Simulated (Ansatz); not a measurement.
# Li (Im-3m) in Ansatz: notebook

One crystal, Li, is run at these levels: PBE; tasks: single point.

Everything below comes from runs of Ansatz 0.2.0. Logs are shortened: lines on timing, memory, paths and dates and some standing lists are left out, and cuts for length are marked.

## Step 1: Starting point

Symmetry: Im-3m, No. 229, cubic system. Conventional cell: a = 3.509 Å, b = 3.509 Å, c = 3.509 Å, α = 90.00°, β = 90.00°, γ = 90.00°. Li (site symmetry m-3m) has 8 Li at 3.04 Å as nearest neighbours.

## Step 2: Single point, PBE

input.yaml reads:

```yaml
crystal:
  lattice:
    - [-1.75465, 1.75465, 1.75465]
    - [1.75465, -1.75465, 1.75465]
    - [1.75465, 1.75465, -1.75465]
  atoms:
    - { symbol: Li, position: [0.0, 0.0, 0.0] }
kpoints:
  mp_grid: { grid: [7, 7, 7] }
scf:
  occupations: { method: fermi_dirac, width: 0.03 }
hamiltonian:
  xc: pbe
  pseudopotentials: { kind: all_electron, lapw: { basis_error: 0.003 } }
output:
  forces: true
  stress: true
  eigenvalues: true
```

Potentials or basis: all-electron LAPW, scalar-relativistic.

Command:

```sh
ansatz run input.yaml --threads 1 --pin off --max-ram 3072MiB --backend cpu --events-out ev --progress --plain --runs-dir out
```

The program printed:

```text
Warning: RAYON_NUM_THREADS=1 ignored (pool sized by the plan → 1); use --threads N
LAPW: plane waves up to 3.701 Å⁻¹, error target 3.0e-3 eV per atom; small_component_spin mean_spin; Li in spheres of 1.520 Å, 3 of its electrons in bands, Dirac shells [] (how accurate: hamiltonian.pseudopotentials.lapw.basis_error, Limitations)
Engine: ansatz 0.2.0, aarch64-unknown-linux-gnu
Pseudopotentials: kind: all_electron
Pseudopotential: Li, LAPW, valence charge 3, lapw/all_electron/scalar/gaussian/Li, Koelling and Harmon's equation, gaussian nucleus
Functional definition: PBE
  parameter kappa = 0.804
  parameter beta = 0.06672455060314922
  exchange = pbe_x(kappa = kappa, mu = beta*pi^2/3)
  correlation = pbe_c(beta = beta)
Crystal: 1 atoms, lattice volume = 21.609 Å³
Basis set: ecut = 52.173349706107224 eV, 19 PW (Γ), exchange–correlation at level 2
Bands: 6, of which v1, the nominal top of the filled ones, is band 2 counted from 1 (1 counted from 0)
Symmetry: 48 space group operations
Space group: Im-3m (ITA 229), of the structure as read, at distance tolerance 2.8e-5 Å
k-points: 20 of 343
Non-local potential: Li, projectors of the file, none
Initial density: superposition of atomic densities (chi_scale 0.1, normalization cell)
Initial wavefunctions: plane waves of lowest kinetic energy (no species holds an atomic orbital)
Functional: x = pbe(κ = 0.804, μ = 0.2195149727645171), c = pbe(β = 0.06672455060314922)
iter 1 solved again at ethr=1.79e-5 eV; its pass at ethr=1.00e-1 eV (dr2=5.37e-4 eV) is discarded
SCF iter   1: F=—  HF=-204.683924 eV  |F-HF|=—  |Δ(HF+E_count)|=         —  Δρ=1.62e-3  dr2=5.37e-4  ethr=1.79e-5  ⟨swp⟩=3.4  Hψ=959  notcnv=0
preconditioner: auto → none  [insulator: Δε(μ)=0.243 eV  Ē_g=10.245 eV  σ=0.030 eV  W_gap=0.77  n_scr=0 (ndim 8)  ℏωp=8.0 eV  f_vac=0.000  D(μ)=0.83/eV (n_scr^D=12)  ε∞_Penn≈1.6]
SCF iter   2: F=—  HF=-204.683309 eV  |F-HF|=—  |Δ(HF+E_count)|=   6.14e-4  Δρ=8.10e-4  dr2=1.34e-4  ethr=1.79e-5  ⟨swp⟩=2.0  Hψ=332  notcnv=0
iter 3 solved again at ethr=9.46e-9 eV; its pass at ethr=4.46e-6 eV (dr2=2.84e-7 eV) is discarded
SCF iter   3: F=—  HF=-204.683200 eV  |F-HF|=—  |Δ(HF+E_count)|=   1.09e-4  Δρ=3.73e-5  dr2=2.84e-7  ethr=9.46e-9  ⟨swp⟩=2.0  Hψ=564  notcnv=0
SCF iter   4: F=-204.683200 eV  HF=-204.683200 eV  |F-HF|=1.05e-9  |Δ(HF+E_count)|=   2.12e-8  Δρ=1.40e-6  dr2=3.94e-10  ethr=9.46e-9  ⟨swp⟩=2.0  Hψ=332  notcnv=0
SCF 1 converged in 4 iterations: F = -204.683200 eV  dr2 = 3.94e-10
SCF converged after 4 iterations
Free energy (F): -204.683200 eV
Harris-Foulkes:  -204.683200 eV  (|F-HF|=1.05e-9)
Internal energy: -204.680895 eV  (E = F + TS)
E sigma→0 (E₀):  -204.682048 eV
Entropy (-TS):   -0.002305 eV (-2.305 meV/atom)
Fermi energy:    0.691820 eV
--- Per-component energies (eV) ---
  E_band       = -92.423229
  E_kinetic    = 202.788239
  E_xc         = -50.629147
  E_electrostatic = -356.839987  (all electrons and nuclei)
  E_smearing   = -0.002305  (= −TS)
  E_closure    = 0.000000  (closes the sum)
  E_atoms      = -202.784629  (free atoms, spherical and without spin; not in F)
  Σ components = -204.683200   (vs F -204.683200, Δ=0.00e0)
  Basis errors (estimates in eV, not in F): energy 1.4e-3 per atom: plane waves 1.4e-3 (7.2e-4 summed), levels above the bands 9.3e-188, relativity 1.6e-10, radial functions 1.2e-5, core shells 0.0e0; eigenvalues (radial functions only) 3.8e-3; not estimated: angular momenta, meshes, grids; target (lapw.basis_error) 3.0e-3; muffin-tin radii Li 1.520 Å
--- Forces (eV/Å), atoms counted from 1 ---
  atom   1  Li    -0.00000000     0.00000000     0.00000000
  max |Σ_I F_I| component: 3.40e-33 eV/Å
--- Stress (GPa, compression-positive) ---
       -0.775889       0.000000       0.000000
        0.000000      -0.775889       0.000000
        0.000000       0.000000      -0.775889
  P = ⅓ Tr σ = -0.7759 GPa (-7.759 kbar)
--- Band table (eV; the first three rows and the last of 20) ---
  k-point 0: bands = ["-45.9053", "-2.7703", "14.6593", "14.6593", "14.6593", "19.3176"]
  k-point 1: bands = ["-45.9024", "-2.3922", "12.2963", "13.3130", "14.0740", "16.9009"]
  k-point 2: bands = ["-45.8960", "-1.2624", "7.9865", "11.6507", "12.9135", "14.9334"]
  k-point 19: bands = ["-45.8809", "4.2428", "6.2543", "6.2543", "8.4666", "10.2706"]
```

Wall time 0.79 s (1 thread of Arm Neoverse V2, shared host); peak memory 0.16 GiB.

What came out:

| Quantity | Value |
| --- | --- |
| Free energy | -204.6832 eV |
| Pressure | -0.8 GPa |
| Band gap on the k mesh | none (metal or under the smearing width) |

Caveat: the k mesh is coarse (spacing up to 0.36 Å⁻¹), so the values aren't converged; the k mesh is thin for a metal, which can move the energy by tens of meV per atom.

## Step 3: Single point, PBE

input.yaml reads:

```yaml
crystal:
  lattice:
    - [-1.75465, 1.75465, 1.75465]
    - [1.75465, -1.75465, 1.75465]
    - [1.75465, 1.75465, -1.75465]
  atoms:
    - { symbol: Li, position: [0.0, 0.0, 0.0] }
kpoints:
  mp_grid: { grid: [11, 11, 11] }
scf:
  occupations: { method: gaussian, width: 0.026 }
hamiltonian:
  xc: pbe
  pseudopotentials: { kind: all_electron, lapw: { basis_error: 0.001 } }
output:
  forces: true
  stress: true
  eigenvalues: true
```

Potentials or basis: all-electron LAPW, scalar-relativistic.

Command:

```sh
ansatz run input.yaml --threads 1 --pin off --max-ram 3072MiB --backend cpu --events-out ev --progress --plain --runs-dir out
```

The program printed:

```text
Warning: RAYON_NUM_THREADS=1 ignored (pool sized by the plan → 1); use --threads N
LAPW: plane waves up to 4.189 Å⁻¹, error target 1.0e-3 eV per atom; small_component_spin mean_spin; Li in spheres of 1.520 Å, 3 of its electrons in bands, Dirac shells [] (how accurate: hamiltonian.pseudopotentials.lapw.basis_error, Limitations)
[... 8 set-up lines as earlier in the session ...]
Crystal: 1 atoms, lattice volume = 21.609 Å³
Basis set: ecut = 66.86769184050145 eV, 19 PW (Γ), exchange–correlation at level 2
Bands: 6, of which v1, the nominal top of the filled ones, is band 2 counted from 1 (1 counted from 0)
[... 2 set-up lines as earlier in the session ...]
k-points: 56 of 1331
[... 4 set-up lines as earlier in the session ...]
iter 1 solved again at ethr=1.79e-5 eV; its pass at ethr=1.00e-1 eV (dr2=5.37e-4 eV) is discarded
SCF iter   1: F=—  HF=-204.685344 eV  |F-HF|=—  |Δ(HF+E_count)|=         —  Δρ=1.64e-3  dr2=5.40e-4  ethr=1.79e-5  ⟨swp⟩=3.9  Hψ=2826  notcnv=0
preconditioner: auto → none  [insulator: Δε(μ)=0.045 eV  Ē_g=10.250 eV  σ=0.026 eV  W_gap=0.74  n_scr=0 (ndim 8)  ℏωp=8.0 eV  f_vac=0.000  D(μ)=1.24/eV (n_scr^D=12)  ε∞_Penn≈1.6]
SCF iter   2: F=—  HF=-204.684728 eV  |F-HF|=—  |Δ(HF+E_count)|=   6.16e-4  Δρ=8.20e-4  dr2=1.35e-4  ethr=1.79e-5  ⟨swp⟩=2.0  Hψ=925  notcnv=0
iter 3 solved again at ethr=9.64e-9 eV; its pass at ethr=4.48e-6 eV (dr2=2.89e-7 eV) is discarded
SCF iter   3: F=—  HF=-204.684620 eV  |F-HF|=—  |Δ(HF+E_count)|=   1.08e-4  Δρ=3.79e-5  dr2=2.89e-7  ethr=9.64e-9  ⟨swp⟩=2.0  Hψ=1570  notcnv=0
SCF iter   4: F=-204.684620 eV  HF=-204.684620 eV  |F-HF|=1.10e-9  |Δ(HF+E_count)|=   9.82e-8  Δρ=1.44e-6  dr2=4.07e-10  ethr=9.63e-9  ⟨swp⟩=2.0  Hψ=925  notcnv=0
SCF 1 converged in 4 iterations: F = -204.684620 eV  dr2 = 4.07e-10
SCF converged after 4 iterations
Free energy (F): -204.684620 eV
Harris-Foulkes:  -204.684620 eV  (|F-HF|=1.10e-9)
Internal energy: -204.684203 eV  (E = F + TS)
E sigma→0 (E₀):  -204.684412 eV
Entropy (-TS):   -0.000417 eV (-0.417 meV/atom)
Fermi energy:    0.705816 eV
--- Per-component energies (eV) ---
  E_band       = -92.427161
  E_kinetic    = 202.783401
  E_xc         = -50.628902
  E_electrostatic = -356.838703  (all electrons and nuclei)
  E_smearing   = -0.000417  (= −TS)
  E_closure    = 0.000000  (closes the sum)
  E_atoms      = -202.784629  (free atoms, spherical and without spin; not in F)
  Σ components = -204.684620   (vs F -204.684620, Δ=0.00e0)
  Basis errors (estimates in eV, not in F): energy 3.9e-4 per atom: plane waves 3.9e-4 (2.0e-4 summed), levels above the bands 0.0e0, relativity 8.0e-9, radial functions 4.2e-6, core shells 0.0e0; eigenvalues (radial functions only) 7.6e-4; not estimated: angular momenta, meshes, grids; target (lapw.basis_error) 1.0e-3; muffin-tin radii Li 1.520 Å
--- Forces (eV/Å), atoms counted from 1 ---
  atom   1  Li     0.00000000    -0.00000000    -0.00000000
  max |Σ_I F_I| component: 2.77e-32 eV/Å
--- Stress (GPa, compression-positive) ---
       -0.797915       0.000000      -0.000000
        0.000000      -0.797915      -0.000000
       -0.000000      -0.000000      -0.797915
  P = ⅓ Tr σ = -0.7979 GPa (-7.979 kbar)
--- Band table (eV; the first three rows and the last of 56) ---
  k-point 0: bands = ["-45.9055", "-2.7705", "14.6706", "14.6706", "14.6706", "19.3169"]
  k-point 1: bands = ["-45.9044", "-2.6174", "13.6557", "13.9920", "14.4169", "17.6539"]
  k-point 2: bands = ["-45.9012", "-2.1580", "11.1160", "12.8061", "13.7617", "16.2687"]
  k-point 55: bands = ["-45.8807", "5.0604", "6.1090", "6.1090", "8.3138", "9.2918"]
```

Wall time 0.62 s (1 thread of Arm Neoverse V2, shared host); peak memory 0.17 GiB.

What came out:

```
Free energy            : -204.6846 eV
Pressure               : -0.8 GPa
Band gap on the k mesh : none (metal or under the smearing width)
```

Levels at points of the mesh, in eV from the Fermi level:
| k point | band 1 | band 2 | band 3 | band 4 | band 5 | band 6 |
| --- | --- | --- | --- | --- | --- | --- |
| (0.00, 0.00, 0.00) | -46.61 | -3.48 | 13.96 | 13.96 | 13.96 | 18.61 |

## Step 4: Single point, PBE

Changes to input.yaml since step 3:

```diff
@@ -10,3 +10,3 @@
 scf:
-  occupations: { method: gaussian, width: 0.026 }
+  occupations: { method: gaussian, width: 0.016 }
 hamiltonian:
```

Potentials or basis: all-electron LAPW, scalar-relativistic.

Command:

```sh
ansatz run input.yaml --threads 1 --pin off --max-ram 3072MiB --backend cpu --events-out ev --progress --plain --runs-dir out
```

The program printed:

```text
Warning: RAYON_NUM_THREADS=1 ignored (pool sized by the plan → 1); use --threads N
LAPW: plane waves up to 4.189 Å⁻¹, error target 1.0e-3 eV per atom; small_component_spin mean_spin; Li in spheres of 1.520 Å, 3 of its electrons in bands, Dirac shells [] (how accurate: hamiltonian.pseudopotentials.lapw.basis_error, Limitations)
[... 8 set-up lines as earlier in the session ...]
Crystal: 1 atoms, lattice volume = 21.609 Å³
Basis set: ecut = 66.86769184050145 eV, 19 PW (Γ), exchange–correlation at level 2
Bands: 6, of which v1, the nominal top of the filled ones, is band 2 counted from 1 (1 counted from 0)
[... 2 set-up lines as earlier in the session ...]
k-points: 56 of 1331
[... 4 set-up lines as earlier in the session ...]
iter 1 solved again at ethr=1.79e-5 eV; its pass at ethr=1.00e-1 eV (dr2=5.37e-4 eV) is discarded
SCF iter   1: F=—  HF=-204.685194 eV  |F-HF|=—  |Δ(HF+E_count)|=         —  Δρ=1.64e-3  dr2=5.39e-4  ethr=1.79e-5  ⟨swp⟩=3.9  Hψ=2826  notcnv=0
preconditioner: auto → none  [insulator: Δε(μ)=0.045 eV  Ē_g=10.250 eV  σ=0.016 eV  W_gap=0.80  n_scr=0 (ndim 8)  ℏωp=8.0 eV  f_vac=0.000  D(μ)=1.78/eV (n_scr^D=18)  ε∞_Penn≈1.6]
SCF iter   2: F=—  HF=-204.684578 eV  |F-HF|=—  |Δ(HF+E_count)|=   6.16e-4  Δρ=8.20e-4  dr2=1.34e-4  ethr=1.79e-5  ⟨swp⟩=2.0  Hψ=925  notcnv=0
iter 3 solved again at ethr=9.62e-9 eV; its pass at ethr=4.48e-6 eV (dr2=2.89e-7 eV) is discarded
SCF iter   3: F=—  HF=-204.684471 eV  |F-HF|=—  |Δ(HF+E_count)|=   1.08e-4  Δρ=3.79e-5  dr2=2.88e-7  ethr=9.62e-9  ⟨swp⟩=2.0  Hψ=1570  notcnv=0
SCF iter   4: F=-204.684471 eV  HF=-204.684471 eV  |F-HF|=1.09e-9  |Δ(HF+E_count)|=   9.78e-8  Δρ=1.44e-6  dr2=4.06e-10  ethr=9.61e-9  ⟨swp⟩=2.0  Hψ=925  notcnv=0
SCF 1 converged in 4 iterations: F = -204.684471 eV  dr2 = 4.06e-10
SCF converged after 4 iterations
Free energy (F): -204.684471 eV
Harris-Foulkes:  -204.684471 eV  (|F-HF|=1.09e-9)
Internal energy: -204.684243 eV  (E = F + TS)
E sigma→0 (E₀):  -204.684357 eV
Entropy (-TS):   -0.000228 eV (-0.228 meV/atom)
Fermi energy:    0.700615 eV
--- Per-component energies (eV) ---
  E_band       = -92.427091
  E_kinetic    = 202.784019
  E_xc         = -50.628982
  E_electrostatic = -356.839280  (all electrons and nuclei)
  E_smearing   = -0.000228  (= −TS)
  E_closure    = 0.000000  (closes the sum)
  E_atoms      = -202.784629  (free atoms, spherical and without spin; not in F)
  Σ components = -204.684471   (vs F -204.684471, Δ=0.00e0)
  Basis errors (estimates in eV, not in F): energy 3.9e-4 per atom: plane waves 3.8e-4 (2.0e-4 summed), levels above the bands 0.0e0, relativity 8.0e-9, radial functions 4.3e-6, core shells 0.0e0; eigenvalues (radial functions only) 7.6e-4; not estimated: angular momenta, meshes, grids; target (lapw.basis_error) 1.0e-3; muffin-tin radii Li 1.520 Å
--- Forces (eV/Å), atoms counted from 1 ---
  atom   1  Li     0.00000000    -0.00000000    -0.00000000
  max |Σ_I F_I| component: 3.49e-32 eV/Å
--- Stress (GPa, compression-positive) ---
       -0.796483      -0.000000       0.000000
       -0.000000      -0.796483       0.000000
        0.000000       0.000000      -0.796483
  P = ⅓ Tr σ = -0.7965 GPa (-7.965 kbar)
--- Band table (eV; the first three rows and the last of 56) ---
  k-point 0: bands = ["-45.9055", "-2.7705", "14.6706", "14.6706", "14.6706", "19.3169"]
  k-point 1: bands = ["-45.9043", "-2.6174", "13.6557", "13.9920", "14.4169", "17.6539"]
  k-point 2: bands = ["-45.9011", "-2.1580", "11.1160", "12.8060", "13.7617", "16.2687"]
  k-point 55: bands = ["-45.8807", "5.0604", "6.1090", "6.1090", "8.3138", "9.2918"]
```

Wall time 0.62 s (1 thread of Arm Neoverse V2, shared host); peak memory 0.17 GiB.

Results:

| Quantity | Value |
| --- | --- |
| Free energy | -204.6845 eV |
| Pressure | -0.8 GPa |
| Band gap on the k mesh | none (metal or under the smearing width) |

Levels at points of the mesh, in eV from the Fermi level:
```csv
k point,band 1,band 2,band 3,band 4,band 5,band 6
"(0.00, 0.00, 0.00)",-46.61,-3.47,13.97,13.97,13.97,18.62
```

## Step 5: Summary

```csv
k mesh,cutoff (eV),smearing,basis error allowed,mesh quality,gap on the mesh (eV),pressure (GPa)
7 × 7 × 7,52,fermi-dirac 0.03 eV,0.003 eV/atom,coarse,none,-0.8
11 × 11 × 11,67,gaussian 0.026 eV,0.001 eV/atom,not flagged,none,-0.8
11 × 11 × 11,67,gaussian 0.016 eV,0.001 eV/atom,not flagged,none,-0.8
```

Alike in all rows: task single point; level PBE; potentials or basis all-electron LAPW, scalar-relativistic; no spin polarisation; cell as given.

Caveats: some runs use coarse meshes; the k mesh is thin for a metal, which can move the energy by tens of meV per atom (some runs).

Compare energies only between runs with the same functional and basis.
